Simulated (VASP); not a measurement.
# CdO (Fm-3m) in VASP: a series of runs

One crystal, CdO, is run at these levels: PBEsol; tasks: relaxation of cell and atoms.

All numbers are computed with VASP 6.6.1; they aren't measurements. Logs are shortened: lines on timing, memory, paths and dates and some standing lists are left out, and cuts for length are marked.

### 1 The structure

Symmetry: Fm-3m, No. 225, cubic system. The conventional cell has a = 4.699 Å, b = 4.699 Å, c = 4.699 Å, α = 90.00°, β = 90.00°, γ = 90.00°. Cd (site symmetry m-3m) has 6 O at 2.35 Å as nearest neighbours. Around O (site symmetry m-3m) lie 6 Cd at 2.35 Å.

### 2 Relaxation of cell and atoms, PBEsol

Contents of INCAR:

```
  ALGO = Normal
  EDIFF = 1E-6
  EDIFFG = -0.01
  ENCUT = 600
  GGA = PS
  IBRION = 2
  ISIF = 3
  ISMEAR = 0
  KPAR = 2
  LASPH = True
  LCHARG = False
  LREAL = False
  LWAVE = False
  NELM = 80
  NSW = 90
  PREC = Accurate
  SIGMA = 0.03
```

Contents of KPOINTS:

```
k-points
0
Gamma
  12 12 12
```

Contents of POSCAR:

```
CdO
1.0
    0.0000000000      2.3495000000      2.3495000000
    2.3495000000      0.0000000000      2.3495000000
    2.3495000000      2.3495000000      0.0000000000
Cd O
1 1
Direct
    0.0000000000      0.0000000000      0.0000000000
    0.5000000000      0.5000000000      0.5000000000
```

Potentials or basis: VASP PAW PBE potentials, release 64 (Cd, O).

Run with:

```bash
$ cat potpaw_PBE.64/Cd/POTCAR potpaw_PBE.64/O/POTCAR > POTCAR
$ mpirun -np 2 vasp_std > vasp.out
```

OUTCAR:

```text
EDIFF = 1E-6
   EDIFFG = -0.01
   ENCUT = 600
   GGA = PS
   IBRION = 2
   ISIF = 3
   ISMEAR = 0
   LASPH = True
   LREAL = False
   NELM = 80
   NSW = 90
   PREC = Accurate

 ion  position               nearest neighbor table
   1  0.000  0.000  0.000-   2 2.35   2 2.35   2 2.35   2 2.35   2 2.35   2 2.35
   2  0.500  0.500  0.500-   1 2.35   1 2.35   1 2.35   1 2.35   1 2.35   1 2.35

  LATTYP: Found a face centered cubic cell.
 ALAT       =     4.6990000000

  Lattice vectors:

 A1 = (   0.0000000000,   2.3495000000,   2.3495000000)
 A2 = (   2.3495000000,   0.0000000000,   2.3495000000)
 A3 = (   2.3495000000,   2.3495000000,   0.0000000000)

Analysis of symmetry for initial positions (statically):
=====================================================================
 Subroutine PRICEL returns:
 Original cell was already a primitive cell.

 Routine SETGRP: Setting up the symmetry group for a
 face centered cubic supercell.

 Subroutine GETGRP returns: Found 48 space group operations
 (whereof 48 operations were pure point group operations)
 out of a pool of 48 trial point group operations.

The static configuration has the point symmetry O_h .

Analysis of symmetry for dynamics (positions and initial velocities):
=====================================================================
 Subroutine PRICEL returns:
 Original cell was already a primitive cell.

 Routine SETGRP: Setting up the symmetry group for a
 face centered cubic supercell.

 Subroutine GETGRP returns: Found 48 space group operations
 (whereof 48 operations were pure point group operations)
 out of a pool of 48 trial point group operations.

The dynamic configuration has the point symmetry O_h .

 Subroutine INISYM returns: Found 48 space group operations
 (whereof 48 operations are pure point group operations),
 and found     1 'primitive' translations

----------------------------------------------------------------------------------------

                                     Primitive cell

  volume of cell :      25.9392

  direct lattice vectors                    reciprocal lattice vectors
     0.000000000  2.349500000  2.349500000    -0.212811236  0.212811236  0.212811236
     2.349500000  0.000000000  2.349500000     0.212811236 -0.212811236  0.212811236
     2.349500000  2.349500000  0.000000000     0.212811236  0.212811236 -0.212811236

  length of vectors
     3.322694765  3.322694765  3.322694765     0.368599874  0.368599874  0.368599874

  position of ions in fractional coordinates (direct lattice)
     0.000000000  0.000000000  0.000000000
     0.500000000  0.500000000  0.500000000

  ion indices of the primitive-cell ions
   primitive index   ion index
                 1           1
                 2           2

----------------------------------------------------------------------------------------

 KPOINTS: k-points

Automatic generation of k-mesh.
 Grid dimensions read from file:
 generate k-points for:   12   12   12

 Generating k-lattice:

  Cartesian coordinates                     Fractional coordinates (reciprocal lattice)
    -0.017734270  0.017734270  0.017734270     0.083333333  0.000000000  0.000000000
     0.017734270 -0.017734270  0.017734270     0.000000000  0.083333333  0.000000000
     0.017734270  0.017734270 -0.017734270     0.000000000  0.000000000  0.083333333

  Length of vectors
     0.030716656  0.030716656  0.030716656

  Shift w.r.t. Gamma in fractional coordinates (k-lattice)
     0.000000000  0.000000000  0.000000000

 Subroutine IBZKPT returns following result:
 ===========================================

 Found     72 irreducible k-points:

 Following reciprocal coordinates:
            Coordinates               Weight
  0.000000  0.000000  0.000000      1.000000
  0.083333  0.000000  0.000000      8.000000
  0.166667  0.000000  0.000000      8.000000
  0.250000  0.000000  0.000000      8.000000
  0.333333  0.000000  0.000000      8.000000
  0.416667  0.000000  0.000000      8.000000
[... 16 lines left out ...]
  0.500000  0.166667  0.000000     24.000000
 -0.416667  0.166667  0.000000     24.000000
 [... further k-points ...]
   k-points           NKPTS =     72   k-points in BZ     NKDIM =     72   number of bands    NBANDS=     13
   number of dos      NEDOS =    301   number of ions     NIONS =      2
   total plane-waves  NPLWV =  21952
   dimension x,y,z NGX =    28 NGY =   28 NGZ =   28
   dimension x,y,z NGXF=    56 NGYF=   56 NGZF=   56
   ions per type =               1   1
   NGX,Y,Z   is equivalent  to a cutoff of  14.01, 14.01, 14.01 a.u.
   NGXF,Y,Z  is equivalent  to a cutoff of  28.02, 28.02, 28.02 a.u.
 SYSTEM =  unknown system
   PREC   = accura    normal or accurate (medium, high low for compatibility)
   ISTART =      0    job   : 0-new  1-cont  2-samecut
   ICHARG =      2    charge: 1-file 2-atom 10-const
   ISPIN  =      1    spin polarized calculation?
   LNONCOLLINEAR =      F non collinear calculations
   LSORBIT =      F    spin-orbit coupling
   LASPH  =      T    aspherical Exc in radial PAW
   ENCUT  =  600.0 eV  44.10 Ry    6.64 a.u.   6.64  6.64  6.64*2*pi/ulx,y,z
   NELM   =     80;   NELMIN=  2; NELMDL= -5     # of ELM steps
   EDIFF  = 0.1E-05   stopping-criterion for ELM
   LREAL  =      F    real-space projection
   EDIFFG = -.1E-01   stopping-criterion for IOM
   NSW    =     90    number of steps for IOM
   IBRION =      2    ionic relax: 0-MD 1-quasi-New 2-CG
   NFREE  =      1    steps in history (QN), initial steepest desc. (CG)
   ISIF   =      3    stress and relaxation
   ISYM   =      2    0-nonsym 1-usesym 2-fastsym
   POTIM  = 0.5000    time-step for ionic-motion
   TEBEG  =    0.0;   TEEND  =   0.0 temperature during run
   PSTRESS=    0.0 pullay stress
   NELECT =      18.0000    total number of electrons
   NUPDOWN=      -1.0000    fix difference up-down
   EMIN   =  10.00;   EMAX   =-10.00  energy-range for DOS
   EFERMI =   0.00;   METHOD = LEGACY
   ISMEAR =     0;   SIGMA  =   0.03  broadening in eV -4-tet -1-fermi 0-gaus
   EFERMI_NEDOS =   21; number of points for ismear=-14 and -15
   IALGO  =     38    algorithm
   IMIX   =      4    mixing-type and parameters
     AMIX     =   0.40;   BMIX     =  1.00
     AMIX_MAG =   1.60;   BMIX_MAG =  1.00
  volume/ion in A,a.u.               =      12.97        87.52
  Fermi-wavevector in a.u.,A,eV,Ry     =   1.449373  2.738918 28.581522  2.100683
  Thomas-Fermi vector in A             =   2.567107
   LORBIT       =      0    0 simple, 1 ext, 2 COOP (PROOUT), +10 PAW based schemes
   GGA     = PS    functional components
   LHFCALC =     F    Hartree Fock is set to
   AEXX    =    0.0000 exact exchange contribution
   IVDW    =     0    specifies the selected vdW correction
   LEPSILON=     F    determine dielectric tensor
   LRPA    =     F    only Hartree local field effects (RPA)
 conjugate gradient relaxation of ions
 non-spin polarized calculation
 Gauss-broadening in eV      SIGMA  =   0.03
  energy-cutoff  :      600.00
  volume of cell :       25.94
 maximum number of plane-waves:       893
   NGX = 13   NGY = 13   NGZ = 13

--------------------------------------- Ionic step        1  -------------------------------------------

 number of electron      18.0000002 magnetization

 Free energy of the ion-electron system (eV)
  ---------------------------------------------------
  ext. energy  EPLUGINS =         0.00000000
  ---------------------------------------------------
  free energy    TOTEN  =        -8.50538664 eV

  energy without entropy =       -8.50534101  energy(sigma->0) =       -8.50536382

------------------------ aborting loop because EDIFF is reached ----------------------------------------

  FORCE on cell =-STRESS in cart. coord.  units (eV):
  Direction    XX          YY          ZZ          XY          YZ          ZX
  --------------------------------------------------------------------------------------
  -------------------------------------------------------------------------------------
  Total        0.0857881      0.0857881      0.0857881     -0.0000000      0.0000000     -0.0000000
  in kB        5.2988488      5.2988488      5.2988488     -0.0000000      0.0000000     -0.0000000
  external PRESSURE =       5.2988488 kB  Pullay stress =       0.0000000 kB

 VOLUME and BASIS-vectors are now :
 -----------------------------------------------------------------------------
  energy-cutoff  :      600.00
  volume of cell :       25.94
      direct lattice vectors                 reciprocal lattice vectors
     0.000000000  2.349500000  2.349500000    -0.212811236  0.212811236  0.212811236
     2.349500000  0.000000000  2.349500000     0.212811236 -0.212811236  0.212811236
     2.349500000  2.349500000  0.000000000     0.212811236  0.212811236 -0.212811236
[... 37 lines left out ...]
 POSITION                                       TOTAL-FORCE (eV/Angst)
 -----------------------------------------------------------------------------------
      0.00000      0.00000      0.00000         0.000000     -0.000000     -0.000000
      2.35436      2.35436      2.35436        -0.000000      0.000000      0.000000
 -----------------------------------------------------------------------------------
    total drift:                                0.000000      0.000000      0.000000

  FREE ENERGIE OF THE ION-ELECTRON SYSTEM (eV)
  ---------------------------------------------------
  free  energy   TOTEN  =        -8.5054754083 eV

  energy  without entropy=       -8.5054296278  energy(sigma->0) =       -8.50545252

--------------------------------------- Ionic step        3  -------------------------------------------

 number of electron      18.0000002 magnetization

 Free energy of the ion-electron system (eV)
  ---------------------------------------------------
  ext. energy  EPLUGINS =         0.00000000
  ---------------------------------------------------
  free energy    TOTEN  =        -8.50554877 eV

  energy without entropy =       -8.50550305  energy(sigma->0) =       -8.50552591

 E-fermi :   1.8752     XC(G=0): -11.9422

 val. band max:        1.8490335749   @ k =   0.5000   0.0000   0.0000
 cond. band min:       2.1416214999   @ k =   0.0833   0.0000   0.0000
 fundamental gap:      0.2925879250
 Fermi energy:         1.8751672914

 k-point     1 :       0.0000    0.0000    0.0000
  band No.  band energies     occupation
      1     -15.4488      2.00000
      2      -4.8051      2.00000
      3      -4.8051      2.00000
      4      -4.8051      2.00000
      5      -4.5027      2.00000
      6      -4.5027      2.00000
      7       0.5008      2.00000
      8       0.5008      2.00000
      9       0.5008      2.00000
     10       1.3096      2.00000
     11      16.6110      0.00000
     12      18.7064      0.00000
     13      18.7064      0.00000

 k-point     2 :       0.0833    0.0000    0.0000
  band No.  band energies     occupation
      1     -15.3996      2.00000
      2      -4.8337      2.00000
      3      -4.7908      2.00000
      4      -4.7908      2.00000
      5      -4.5540      2.00000
      6      -4.5540      2.00000
      7      -0.2327      2.00000
      8       0.5994      2.00000
      9       0.5994      2.00000
     10       2.1416      0.00000
     11      15.6869      0.00000
[... 339 lines left out ...]
 k-point    24 :      -0.4167    0.1667    0.0000
  band No.  band energies     occupation
      1     -14.6528      2.00000
      2      -5.5686      2.00000
      3      -5.2732      2.00000
      4      -5.1787      2.00000
      5      -4.2707      2.00000
      6      -4.2478      2.00000
      7      -1.8792      2.00000
      8       0.6436      2.00000
      9       1.5984      2.00000
     10       7.3846      0.00000
     11       8.7356      0.00000
     12      12.0176      0.00000
     13      14.0176      0.00000

 [... further k-points ...]

------------------------ aborting loop because EDIFF is reached ----------------------------------------

  FORCE on cell =-STRESS in cart. coord.  units (eV):
  Direction    XX          YY          ZZ          XY          YZ          ZX
  --------------------------------------------------------------------------------------
  -------------------------------------------------------------------------------------
  Total        0.0004121      0.0004121      0.0004121     -0.0000000     -0.0000000      0.0000000
  in kB        0.0253589      0.0253589      0.0253589     -0.0000000     -0.0000000      0.0000000
  external PRESSURE =       0.0253589 kB  Pullay stress =       0.0000000 kB

 VOLUME and BASIS-vectors are now :
 -----------------------------------------------------------------------------
  energy-cutoff  :      600.00
  volume of cell :       26.04
      direct lattice vectors                 reciprocal lattice vectors
     0.000000000  2.352396116  2.352396116    -0.212549237  0.212549237  0.212549237
     2.352396116 -0.000000000  2.352396116     0.212549237 -0.212549237  0.212549237
     2.352396116  2.352396116 -0.000000000     0.212549237  0.212549237 -0.212549237

 POSITION                                       TOTAL-FORCE (eV/Angst)
 -----------------------------------------------------------------------------------
      0.00000      0.00000      0.00000        -0.000000      0.000000     -0.000000
      2.35240      2.35240      2.35240         0.000000     -0.000000      0.000000
 -----------------------------------------------------------------------------------
    total drift:                                0.000000      0.000000      0.000000

  FREE ENERGIE OF THE ION-ELECTRON SYSTEM (eV)
  ---------------------------------------------------
  free  energy   TOTEN  =        -8.5055487727 eV

  energy  without entropy=       -8.5055030509  energy(sigma->0) =       -8.50552591

 reached required accuracy - stopping structural energy minimisation
```

Wall time 19 s (2 MPI ranks of Intel Xeon 6975P-C (Granite Rapids), shared host); peak memory 0.17 GiB.

Results:

```yaml
Free_energy: -8.5055 eV
Relaxed_volume: 13.02 Å³/atom
Relaxed_cell: a = 3.327 Å, b = 3.327 Å, c = 3.327 Å, α = 60.00°, β = 60.00°, γ = 60.00°
Space_group_after_relaxing_to_0.05_Å: Fm-3m (No. 225)
Energy_gained_by_relaxing: 0.1 meV/atom
Ionic_steps: 3
Pressure_after_relaxing: 0.0 GPa
Band_gap_on_the_k_mesh: none (metal or under the smearing width)
```

The path:
| step | energy change (eV) | largest force (eV/Å) | pressure (GPa) | volume (Å³) |
| --- | --- | --- | --- | --- |
| 1 | 0.0000 | 0.0000 | 0.53 | 25.94 |
| 2 | -0.0001 | 0.0000 | -0.36 | 26.10 |
| 3 | -0.0002 | 0.0000 | 0.00 | 26.04 |

Final structure:
```xyz
2
Lattice="0.0000 2.3524 2.3524 2.3524 0.0000 2.3524 2.3524 2.3524 0.0000" Properties=species:S:1:pos:R:3 pbc="T T T"
Cd    0.0000    0.0000    0.0000
O     2.3524    2.3524    2.3524
```

Levels at points of the mesh, in eV from the Fermi level:
| k point | band 7 | band 8 | band 9 | band 10 | band 11 | band 12 |
| --- | --- | --- | --- | --- | --- | --- |
| (0.00, 0.00, 0.00) | -1.37 | -1.37 | -1.37 | -0.57 | 14.74 | 16.83 |
| (0.50, 0.00, 0.00) | -3.85 | -0.03 | -0.03 | 4.26 | 7.19 | 11.76 |
| (0.50, 0.50, 0.00) | -4.42 | -2.36 | -2.36 | 3.73 | 8.40 | 11.02 |

Caveat: the PAW data sets were made with another functional, which shifts forces and pressure a little; this crystal is a semiconductor, whose small gap the functional closes, so the metal is an error of the method.

(Continued in part 2 of 2.)
